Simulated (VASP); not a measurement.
Input of a VASP 6.6.1 run:

The input INCAR:

```
SYSTEM = Si
  PREC = Accurate
  ENCUT = 520
  EDIFF = 1E-6
  ISMEAR = 0
  SIGMA = 0.03
  LREAL = .False.
  LASPH = .True.
  NELM = 60
  ALGO = Fast
  ISIF = 2
  LWAVE = .False.
  LCHARG = .True.
  LDIPOL = .True.
  IDIPOL = 3
  DIPOL = 0.5 0.5 0.500
  GGA = PE
  LVHAR = .True.
  LVACPOTAV = .True.
  KPAR = 8
```

File KPOINTS:

```
Automatic mesh
0
Gamma
  4 7 1
  0 0 0
```

POSCAR

```
Si                                      
1.0
    7.7337965900      0.0000000000      0.0000000000
    0.0000000000      3.8668983000      0.0000000000
    0.0000000000      0.0000000000     24.1700850000
  Si            
    16
Direct
     0.8595047931690510    0.0000000067823146    0.3296963941615663
     0.5798161203462472    0.0000000008123453    0.2969521839328105
     0.5277964933435879    0.5000000012920343    0.3534851547417860
     0.9980334171245244    0.5000000064975878    0.3614332505549703
     0.2715115348449512    0.5000000043780002    0.4086999491589246
     0.7456452678451488    0.5000000050815966    0.4218229718874737
     0.7550041463131067    0.0000000038333205    0.4772048248499973
     0.2702059546456442    0.0000000042396282    0.4667500455907682
     0.5034379318957095    0.0000000068966325    0.5331250078098696
     0.0214241584535582    0.9999999886943520    0.5233370947778897
     0.0108090174964666    0.4999999881370756    0.5785455050347446
     0.5088600004775504    0.5000000061159364    0.5910130436335685
     0.7765527123706645    0.4999999939007659    0.6417910909027639
     0.2482922200583227    0.4999999945369361    0.6441974893026184
     0.1044322899334759    0.9999999943899719    0.6725928073023406
     0.8186739416819926    0.9999999944115013    0.6993531863579086
```

Potentials or basis: VASP PAW PBE potentials, release 64 (Si).

Run with:

```console
$ cat potpaw_PBE.64/Si/POTCAR > POTCAR
$ mpirun -np 8 vasp_std > vasp.out
```

(1) Estimate the ionisation potential of the upper face.

(2) Predict the largest force.

(3) What does it give for the band gap on the k mesh?

Results:

(1) 4.99 eV.

(2) 0.009 eV/Å.

(3) 0.34 eV, indirect (least direct gap 0.65 eV).
